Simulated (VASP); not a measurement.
# GaAs (F-43m) in VASP: a series of runs, part 2 of 3

VASP 6.6.1. Earlier steps stand in the parts before.

## 3. Dielectric tensor, PBEsol

The input, INCAR:

```
SYSTEM = GaAs
ALGO     = Normal         ! electronic algorithm
EDIFF    = 1E-8           ! SCF threshold, eV
ENCUT    = 350            ! plane-wave cutoff, eV
GGA      = PS             ! functional
ISIF     = 2              ! what is computed and relaxed
ISMEAR   = 0              ! smearing method
LASPH    = .TRUE.         ! aspherical terms in the spheres
LCHARG   = .FALSE.        ! write CHGCAR
LEPSILON = .TRUE.         ! dielectric tensor by DFPT
LREAL    = .FALSE.        ! projectors in reciprocal space
LWAVE    = .FALSE.        ! write WAVECAR
NELM     = 100            ! most SCF steps
PREC     = Accurate       ! precision mode
SIGMA    = 0.1            ! smearing width, eV
```

The input, KPOINTS:

```
k-points
0
G
  10 10 10
  0 0 0
```

The input, POSCAR:

```
GaAs
1.0
    0.0000000000      2.8268500000      2.8268500000
    2.8268500000      0.0000000000      2.8268500000
    2.8268500000      2.8268500000      0.0000000000
As Ga
1 1
Direct
    0.7500000000      0.7500000000      0.7500000000
    0.0000000000      0.0000000000      0.0000000000
```

Potentials or basis: VASP PAW PBE potentials, release 64 (As, Ga_d).

Started as:

```console
cat potpaw_PBE.64/As/POTCAR potpaw_PBE.64/Ga_d/POTCAR > POTCAR
mpirun -np 1 vasp_std > vasp.out
```

OUTCAR:

```text
SYSTEM = GaAs
   EDIFF = 1E-8
   ENCUT = 350
   GGA = PS
   ISIF = 2
   ISMEAR = 0
   LASPH = .TRUE.
   LEPSILON = .TRUE.
   LREAL = .FALSE.
   NELM = 100
   PREC = Accurate

 Found     47 irreducible k-points:

 Following reciprocal coordinates:
            Coordinates               Weight
  0.000000  0.000000  0.000000      1.000000
  0.100000  0.000000  0.000000      8.000000
  0.200000  0.000000  0.000000      8.000000
  0.300000  0.000000  0.000000      8.000000
  0.400000  0.000000  0.000000      8.000000
  0.500000  0.000000  0.000000      4.000000
   k-points           NKPTS =     47   k-points in BZ     NKDIM =     47   number of bands    NBANDS=     13
   number of dos      NEDOS =    301   number of ions     NIONS =      2
   total plane-waves  NPLWV =  13824
   dimension x,y,z NGX =    24 NGY =   24 NGZ =   24
   dimension x,y,z NGXF=    48 NGYF=   48 NGZF=   48
   ions per type =               1   1
   NGX,Y,Z   is equivalent  to a cutoff of   9.98,  9.98,  9.98 a.u.
   NGXF,Y,Z  is equivalent  to a cutoff of  19.96, 19.96, 19.96 a.u.
 SYSTEM =  GaAs
   PREC   = accura    normal or accurate (medium, high low for compatibility)
   ISTART =      0    job   : 0-new  1-cont  2-samecut
   ICHARG =      2    charge: 1-file 2-atom 10-const
   ISPIN  =      1    spin polarized calculation?
   LNONCOLLINEAR =      F non collinear calculations
   LSORBIT =      F    spin-orbit coupling
   LASPH  =      T    aspherical Exc in radial PAW
   ENCUT  =  350.0 eV  25.72 Ry    5.07 a.u.   6.10  6.10  6.10*2*pi/ulx,y,z
   NELM   =    100;   NELMIN=  2; NELMDL= -5     # of ELM steps
   EDIFF  = 0.1E-07   stopping-criterion for ELM
   LREAL  =      F    real-space projection
   EDIFFG = 0.1E-06   stopping-criterion for IOM
   NSW    =      0    number of steps for IOM
   IBRION =     -1    ionic relax: 0-MD 1-quasi-New 2-CG
   NFREE  =      0    steps in history (QN), initial steepest desc. (CG)
   ISIF   =      2    stress and relaxation
   ISYM   =      2    0-nonsym 1-usesym 2-fastsym
   POTIM  = 0.5000    time-step for ionic-motion
   TEBEG  =    0.0;   TEEND  =   0.0 temperature during run
   PSTRESS=    0.0 pullay stress
   NELECT =      18.0000    total number of electrons
   NUPDOWN=      -1.0000    fix difference up-down
   EMIN   =  10.00;   EMAX   =-10.00  energy-range for DOS
   EFERMI =   0.00;   METHOD = LEGACY
   ISMEAR =     0;   SIGMA  =   0.10  broadening in eV -4-tet -1-fermi 0-gaus
   EFERMI_NEDOS =   21; number of points for ismear=-14 and -15
   IALGO  =     38    algorithm
   IMIX   =      4    mixing-type and parameters
     AMIX     =   0.40;   BMIX     =  1.00
     AMIX_MAG =   1.60;   BMIX_MAG =  1.00
  volume/ion in A,a.u.               =      22.59       152.44
  Fermi-wavevector in a.u.,A,eV,Ry     =   1.204628  2.276417 19.743799  1.451128
  Thomas-Fermi vector in A             =   2.340347
   LORBIT       =      0    0 simple, 1 ext, 2 COOP (PROOUT), +10 PAW based schemes
   GGA     = PS    functional components
   LHFCALC =     F    Hartree Fock is set to
   AEXX    =    0.0000 exact exchange contribution
   IVDW    =     0    specifies the selected vdW correction
   LEPSILON=     T    determine dielectric tensor
   LRPA    =     F    only Hartree local field effects (RPA)
 non-spin polarized calculation
 Gauss-broadening in eV      SIGMA  =   0.10
  energy-cutoff  :      350.00
[... 110 lines left out ...]

 [... further k-points ...]

  FORCE on cell =-STRESS in cart. coord.  units (eV):
  Direction    XX          YY          ZZ          XY          YZ          ZX
  --------------------------------------------------------------------------------------
  -------------------------------------------------------------------------------------
  Total        0.0567373      0.0567373      0.0567373      0.0000000     -0.0000000      0.0000000
  in kB        2.0120586      2.0120586      2.0120586      0.0000000     -0.0000000      0.0000000
  external PRESSURE =       2.0120586 kB  Pullay stress =       0.0000000 kB

 VOLUME and BASIS-vectors are now :
 -----------------------------------------------------------------------------
  energy-cutoff  :      350.00
  volume of cell :       45.18
      direct lattice vectors                 reciprocal lattice vectors
     0.000000000  2.826850000  2.826850000    -0.176875321  0.176875321  0.176875321
     2.826850000  0.000000000  2.826850000     0.176875321 -0.176875321  0.176875321
     2.826850000  2.826850000  0.000000000     0.176875321  0.176875321 -0.176875321

 POSITION                                       TOTAL-FORCE (eV/Angst)
 -----------------------------------------------------------------------------------
      4.24027      4.24027      4.24027        -0.000000     -0.000000     -0.000000
      0.00000      0.00000      0.00000         0.000000      0.000000      0.000000
 -----------------------------------------------------------------------------------
    total drift:                               -0.000004     -0.000004     -0.000003

  FREE ENERGIE OF THE ION-ELECTRON SYSTEM (eV)
  ---------------------------------------------------
  free  energy   TOTEN  =        -9.0903620720 eV

  energy  without entropy=       -9.0903609879  energy(sigma->0) =       -9.09036153

 HEAD OF MICROSCOPIC STATIC DIELECTRIC TENSOR (INDEPENDENT PARTICLE, excluding Hartree and local field effects)
 ------------------------------------------------------
          25.707301     0.000000    -0.000000
           0.000000    25.707301     0.000000
           0.000000     0.000000    25.707301
 ------------------------------------------------------

 Free energy of the ion-electron system (eV)
  ---------------------------------------------------
  ---------------------------------------------------
  free energy    TOTEN  =        -3.14373415 eV

  energy without entropy =       -3.14373415

------------------------ aborting loop because EDIFF is reached ----------------------------------------

--------------------------------------- Ionic step        2  -------------------------------------------

------------------------ aborting loop because EDIFF is reached ----------------------------------------

--------------------------------------- Ionic step        3  -------------------------------------------

 Free energy of the ion-electron system (eV)
  ---------------------------------------------------
  ---------------------------------------------------
  free energy    TOTEN  =        -3.14373586 eV

  energy without entropy =       -3.14373586

------------------------ aborting loop because EDIFF is reached ----------------------------------------

 PIEZOELECTRIC TENSOR FIELD DIRECTION 3  (e Angst)
 -----------------------------------------------------------------------------
    -0.00029  2.58451  0.00000           (  0.00000  0.01502  0.00000)
     2.58451 -0.00029  0.00000           (  0.01502  0.00000  0.00000)
     0.00000  0.00000 -0.00167           (  0.00000  0.00000 -0.00000)

 PIEZOELECTRIC TENSOR FIELD DIRECTION 3  (C/m^2)
 -----------------------------------------------------------------------------
    -0.00010  0.91654  0.00000
     0.91654 -0.00010  0.00000
     0.00000  0.00000 -0.00059

 MACROSCOPIC STATIC DIELECTRIC TENSOR (including local field effects in DFT)
 ------------------------------------------------------
          25.112031    -0.000000    -0.000000
          -0.000000    25.112031     0.000000
           0.000000    -0.000000    25.112031
 ------------------------------------------------------

 PIEZOELECTRIC TENSOR (including local field effects)  for field in x, y, z        (e  Angst)
          XX          YY          ZZ          XY          YZ          ZX
  --------------------------------------------------------------------------------
  x    -0.00000    -0.00000     0.00000     0.00000     2.59164     0.00000
  y     0.00000     0.00000     0.00000     0.00000     0.00000     2.59164
  z    -0.00000    -0.00000     0.00000     2.59164     0.00000     0.00000

 PIEZOELECTRIC TENSOR (including local field effects)  for field in x, y, z        (C/m^2)
          XX          YY          ZZ          XY          YZ          ZX
  --------------------------------------------------------------------------------
  x    -0.00000    -0.00000     0.00000     0.00000     0.91907     0.00000
  y     0.00000     0.00000     0.00000     0.00000     0.00000     0.91907
  z    -0.00000    -0.00000     0.00000     0.91907     0.00000     0.00000

 BORN EFFECTIVE CHARGES (including local field effects) (in |e|, cummulative output)
 ---------------------------------------------------------------------------------
 ion    1
    1    -2.18597     0.00000    -0.00000
    2     0.00000    -2.18597     0.00000
    3    -0.00000    -0.00000    -2.18597
 ion    2
    1     2.18597    -0.00000     0.00000
    2     0.00000     2.18597    -0.00000
    3     0.00000     0.00000     2.18597
```

Run time: 3.6 min. Hardware: 1 thread of Intel Xeon Platinum 8488C (Sapphire Rapids), shared host; peak memory 0.26 GiB.

These settings aren't checked as converged: the numbers below hold their error.

Results:

| Quantity | Value |
| --- | --- |
| Band gap on the k mesh | 0.46 eV, direct |
| Electronic dielectric tensor (diagonal) | 25.11 |
| Born charges (mean of the diagonal) | As -2.19; Ga +2.19 e |

Caveat: the cutoff is under 1.25 times the usual one of these potentials, so pressure, stress and relaxed cells hold a basis-set (Pulay) error; the gap is small at this level, which inflates the dielectric constant; the PAW data sets were made with another functional, which shifts forces and pressure a little.

## 4. Dielectric tensor, PBEsol

Changes to INCAR since step 3:

```diff
@@ -3,3 +3,3 @@
 EDIFF    = 1E-8           ! SCF threshold, eV
-ENCUT    = 350            ! plane-wave cutoff, eV
+ENCUT    = 600            ! plane-wave cutoff, eV
 GGA      = PS             ! functional
@@ -14,2 +14,2 @@
 PREC     = Accurate       ! precision mode
-SIGMA    = 0.1            ! smearing width, eV
+SIGMA    = 0.01           ! smearing width, eV
```

The input, KPOINTS:

```
k-points
0
G
  8 8 8
  0 0 0
```

POSCAR is that of step 3.

Potentials or basis: VASP PAW PBE potentials, release 64 (As, Ga_d).

Started as:

```console
cat potpaw_PBE.64/As/POTCAR potpaw_PBE.64/Ga_d/POTCAR > POTCAR
mpirun -np 1 vasp_std > vasp.out
```

OUTCAR:

```text
SYSTEM = GaAs
   EDIFF = 1E-8
   ENCUT = 600
   GGA = PS
   ISIF = 2
   ISMEAR = 0
   LASPH = .TRUE.
   LEPSILON = .TRUE.
   LREAL = .FALSE.
   NELM = 100
   PREC = Accurate

 Found     29 irreducible k-points:

 Following reciprocal coordinates:
            Coordinates               Weight
  0.000000  0.000000  0.000000      1.000000
  0.125000  0.000000  0.000000      8.000000
  0.250000  0.000000  0.000000      8.000000
  0.375000  0.000000  0.000000      8.000000
  0.500000  0.000000  0.000000      4.000000
  0.125000  0.125000  0.000000      6.000000
   k-points           NKPTS =     29   k-points in BZ     NKDIM =     29   number of bands    NBANDS=     13
   number of dos      NEDOS =    301   number of ions     NIONS =      2
   total plane-waves  NPLWV =  32768
   dimension x,y,z NGX =    32 NGY =   32 NGZ =   32
   dimension x,y,z NGXF=    64 NGYF=   64 NGZF=   64
   ions per type =               1   1
   NGX,Y,Z   is equivalent  to a cutoff of  13.31, 13.31, 13.31 a.u.
   NGXF,Y,Z  is equivalent  to a cutoff of  26.61, 26.61, 26.61 a.u.
 SYSTEM =  GaAs
   PREC   = accura    normal or accurate (medium, high low for compatibility)
   ISTART =      0    job   : 0-new  1-cont  2-samecut
   ICHARG =      2    charge: 1-file 2-atom 10-const
   ISPIN  =      1    spin polarized calculation?
   LNONCOLLINEAR =      F non collinear calculations
   LSORBIT =      F    spin-orbit coupling
   LASPH  =      T    aspherical Exc in radial PAW
   ENCUT  =  600.0 eV  44.10 Ry    6.64 a.u.   7.98  7.98  7.98*2*pi/ulx,y,z
   NELM   =    100;   NELMIN=  2; NELMDL= -5     # of ELM steps
   EDIFF  = 0.1E-07   stopping-criterion for ELM
   LREAL  =      F    real-space projection
   EDIFFG = 0.1E-06   stopping-criterion for IOM
   NSW    =      0    number of steps for IOM
   IBRION =     -1    ionic relax: 0-MD 1-quasi-New 2-CG
   NFREE  =      0    steps in history (QN), initial steepest desc. (CG)
   ISIF   =      2    stress and relaxation
   ISYM   =      2    0-nonsym 1-usesym 2-fastsym
   POTIM  = 0.5000    time-step for ionic-motion
   TEBEG  =    0.0;   TEEND  =   0.0 temperature during run
[... 170 lines left out ...]
          -0.000000    37.096931    -0.000000
          -0.000000     0.000000    37.096931
 ------------------------------------------------------

 Free energy of the ion-electron system (eV)
  ---------------------------------------------------
  ---------------------------------------------------
  free energy    TOTEN  =        -4.59843584 eV

  energy without entropy =       -4.59843584

------------------------ aborting loop because EDIFF is reached ----------------------------------------

--------------------------------------- Ionic step        2  -------------------------------------------

------------------------ aborting loop because EDIFF is reached ----------------------------------------

--------------------------------------- Ionic step        3  -------------------------------------------

 Free energy of the ion-electron system (eV)
  ---------------------------------------------------
  ---------------------------------------------------
  free energy    TOTEN  =        -4.59843701 eV

  energy without entropy =       -4.59843701

------------------------ aborting loop because EDIFF is reached ----------------------------------------

 PIEZOELECTRIC TENSOR FIELD DIRECTION 3  (e Angst)
 -----------------------------------------------------------------------------
    -0.00140  2.96765  0.00000           (  0.00001  0.01562  0.00000)
     2.96765 -0.00140  0.00000           (  0.01562  0.00001  0.00000)
     0.00000  0.00000  0.00069           (  0.00000  0.00000 -0.00000)

 PIEZOELECTRIC TENSOR FIELD DIRECTION 3  (C/m^2)
 -----------------------------------------------------------------------------
    -0.00050  1.05241  0.00000
     1.05241 -0.00050  0.00000
     0.00000  0.00000  0.00024

 MACROSCOPIC STATIC DIELECTRIC TENSOR (including local field effects in DFT)
 ------------------------------------------------------
          36.494358     0.000000     0.000000
           0.000000    36.494358    -0.000000
          -0.000000     0.000000    36.494358
 ------------------------------------------------------

 PIEZOELECTRIC TENSOR (including local field effects)  for field in x, y, z        (e  Angst)
          XX          YY          ZZ          XY          YZ          ZX
  --------------------------------------------------------------------------------
  x    -0.00000    -0.00000     0.00000     0.00000     2.97727     0.00000
  y     0.00000     0.00000     0.00000     0.00000     0.00000     2.97727
  z    -0.00000     0.00000     0.00000     2.97727     0.00000     0.00000

 PIEZOELECTRIC TENSOR (including local field effects)  for field in x, y, z        (C/m^2)
          XX          YY          ZZ          XY          YZ          ZX
  --------------------------------------------------------------------------------
  x    -0.00000    -0.00000     0.00000     0.00000     1.05582     0.00000
  y     0.00000     0.00000     0.00000     0.00000     0.00000     1.05582
  z    -0.00000     0.00000     0.00000     1.05582     0.00000     0.00000

 BORN EFFECTIVE CHARGES (including local field effects) (in |e|, cummulative output)
 ---------------------------------------------------------------------------------
 ion    1
    1    -2.30107    -0.00000    -0.00000
    2    -0.00000    -2.30107    -0.00000
    3     0.00000     0.00000    -2.30107
 ion    2
    1     2.30107     0.00000     0.00000
    2     0.00000     2.30107     0.00000
    3    -0.00000     0.00000     2.30107
```

stdout:

```text
POSCAR found type information on POSCAR AsGa
 POSCAR found :  2 types and       2 ions
 scaLAPACK will be used
 -----------------------------------------------------------------------------
|                                                                             |
[... 28 lines left out ...]
 dielectric tensor                  component  3 :     3.119    -3.477    30.485
 Linear response to external field, progress :
  Direction:   1
 dielectric tensor                  component  1 :    36.494     5.639     1.980
 Linear response to external field, progress :
  Direction:   2
 dielectric tensor                  component  2 :     5.547    36.494     1.908
 Linear response to external field, progress :
  Direction:   3
 dielectric tensor                  component  3 :     4.516     3.102    36.494
 Born effective charges drift removed
```

Wall time 5.5 min (1 thread of Intel Xeon Platinum 8488C (Sapphire Rapids), shared host); peak memory 0.33 GiB.

These settings aren't checked as converged: the numbers below hold their error.

Results:

```yaml
Band_gap_on_the_k_mesh: 0.46 eV, direct
Electronic_dielectric_tensor_diagonal: 36.49
Born_charges_mean_of_the_diagonal: As -2.30; Ga +2.30 e
```

Caveat: the gap is small at this level, which inflates the dielectric constant; the PAW data sets were made with another functional, which shifts forces and pressure a little.

[end of part 2 of 3]
